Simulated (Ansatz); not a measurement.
HfS₂ built on the CdI2 prototype at its r2SCAN+rVV10 geometry, run in the PAW code Ansatz at 2 levels of theory. No spin polarisation and no zero-point or thermal motion.

The HSE06 input:
```yaml
crystal:
  lattice:
    - [3.6302959568, 0.0, 0.0]
    - [-1.8151479784, 3.1439285218, 0.0]
    - [0.0, 0.0, 5.8783581437]
  atoms:
    - { symbol: Hf, position: [0.0, 0.0, 0.0] }
    - { symbol: S, position: [0.3333333333, 0.6666666667, 0.2446279716] }
    - { symbol: S, position: [0.6666666667, 0.3333333333, 0.7553720284] }
kpoints:
  mp_grid: { grid: [6, 6, 4] }
  band_path:
    path:
      - [0.0, 0.0, 0.0]
      - [0.5, 0.0, 0.0]
      - [0.3333333333, 0.3333333333, 0.0]
      - [0.0, 0.0, 0.5]
      - [0.5, 0.0, 0.5]
      - [0.3333333333, 0.3333333333, 0.5]
      - [-0.083333, 0.002604, 0.002604]
      - [0.0, 0.5, 0.5]
      - [0.0, 0.25, 0.25]
    npoints: 1
hamiltonian:
  xc: hse06
scf:
  occupations: { method: fixed }
  n_extra_bands: 4
output:
  forces: true
  stress: true
  eigenvalues: true
```

Main results, then, where recorded, the levels near the gap in eV from the Fermi energy (columns number the bands from 0), one row a point of the path (Γ, M, K, A, L, H, (-0.083, 0.003, 0.003), L, (0, 1/4, 1/4)):
```
Crystal: 3 atoms, lattice volume = 67.092 Å³
Symmetry: 12 space group operations
Space group: P-3m1 (ITA 164)
```
```
Basis set: ecut = 420 eV, 1315 PW (Γ)
k-points: 24 of 144
SCF 1 stopped early in 4 iterations: F = -17530.156285 eV  dr2 = 2.79e-5
Exchange kernel: α = 0.2500, screened, ω = 0.2079 Å⁻¹, Wigner–Seitz truncation, v(0) = 1046.2948 eV·Å³, q-mesh 6×6×4
SCF 2 stopped early in 8 iterations: F = -17531.855954 eV  dr2 = 8.21e-7
hybrid outer 1: dexx = +1.649e-2 eV, tail = 1.15e-3 eV
SCF 3 converged in 5 iterations: F = -17531.855706 eV  dr2 = 1.93e-9
hybrid outer 2: dexx = +1.883e-6 eV, tail = 8.35e-8 eV, Δε = 7.24e-3 eV, ΔF = 1.54e-2 eV/Å
SCF 4 converged in 2 iterations: F = -17531.855706 eV  dr2 = 6.93e-10
hybrid outer 3: dexx = +1.804e-9 eV, tail = 1.79e-9 eV, Δε = 1.03e-4 eV, ΔF = 2.41e-7 eV/Å
Free energy (F): -17531.855706 eV
Fermi energy:    8.516769 eV
--- Forces (eV/Å), atoms counted from 1 ---
  atom   1  Hf      0.00000      0.00000      0.00000
  atom   2  S       0.00000      0.00000    -0.05879
  atom   3  S       0.00000      0.00000      0.05879
--- Stress (GPa, compression-positive) ---
        1.198122       0.000000       0.000000
        0.000000       1.198122       0.000000
        0.000000       0.000000       1.459162
  P = ⅓ Tr σ = 1.2851 GPa (12.851 kbar)
```
```tsv
band_16	band_17	band_18	band_19	band_20	band_21
-0.121	-0.121	0.000	2.877	2.877	3.606
-2.754	-2.197	-1.543	2.002	5.167	5.168
-2.416	-2.416	-1.918	3.514	4.740	4.740
-1.990	-0.263	-0.263	2.828	2.828	3.883
-2.614	-1.270	-1.032	1.868	5.138	5.233
-2.497	-2.031	-2.031	3.763	4.374	4.374
-0.655	-0.323	0.017	2.899	3.125	3.722
-2.614	-1.270	-1.032	1.868	5.138	5.233
-2.856	-1.051	-0.425	2.396	4.245	4.875
```

HSE06 gives an indirect gap of 1.85 eV, from k = (-0.083, 0.003, 0.003) to L; the least direct gap is 2.82 eV at k = (0, 1/4, 1/4).

Question: In the first input these blocks are replaced (the band path and keys that only write files left aside):
```yaml
hamiltonian:
  xc: pbe0
```
What comes out?

Answer:
```
Basis set: ecut = 420 eV, 1315 PW (Γ)
k-points: 24 of 144
SCF 1 stopped early in 4 iterations: F = -17530.156314 eV  dr2 = 2.69e-5
SCF 2 stopped early in 8 iterations: F = -17529.933164 eV  dr2 = 2.75e-6
hybrid outer 1: dexx = +2.460e-2 eV, tail = 1.29e-3 eV
SCF 3 converged in 7 iterations: F = -17529.933027 eV  dr2 = 3.36e-10
hybrid outer 2: dexx = +3.508e-6 eV, tail = 1.56e-7 eV, Δε = 7.78e-3 eV, ΔF = 2.42e-2 eV/Å
SCF 4 converged in 3 iterations: F = -17529.933027 eV  dr2 = 8.58e-10
hybrid outer 3: dexx = +2.548e-9 eV, tail = 4.62e-9 eV, Δε = 1.24e-4 eV, ΔF = 9.70e-6 eV/Å
Free energy (F): -17529.933027 eV
Fermi energy:    8.165998 eV
--- Forces (eV/Å), atoms counted from 1 ---
  atom   1  Hf      0.00000      0.00000      0.00000
  atom   2  S       0.00000      0.00000    -0.05573
  atom   3  S       0.00000      0.00000      0.05573
--- Stress (GPa, compression-positive) ---
        1.173840       0.000000       0.000000
        0.000000       1.173840       0.000000
        0.000000       0.000000       1.405359
  P = ⅓ Tr σ = 1.2510 GPa (12.510 kbar)
```
```tsv
band_16	band_17	band_18	band_19	band_20	band_21
-0.110	-0.110	0.000	3.574	3.574	4.315
-2.810	-2.239	-1.559	2.697	5.890	5.892
-2.461	-2.461	-1.955	4.222	5.470	5.470
-2.042	-0.254	-0.254	3.525	3.525	4.595
-2.666	-1.282	-1.043	2.556	5.862	5.956
-2.546	-2.067	-2.067	4.478	5.098	5.098
-0.654	-0.313	0.018	3.598	3.825	4.432
-2.666	-1.282	-1.043	2.556	5.862	5.956
-2.908	-1.065	-0.431	3.090	4.970	5.601
```
PBE0 gives an indirect gap of 2.54 eV, from k = (-0.083, 0.003, 0.003) to L; the least direct gap is 3.52 eV at k = (0, 1/4, 1/4). With the atoms held, the mean pressure is +1.3 GPa (compression positive). The stress of a hybrid is loosely converged here.

Totals of different functionals can't be compared.

The runs are scalar-relativistic, without spin-orbit coupling.

The meshes of the hybrids are coarse, so their gaps aren't converged to the digits shown.
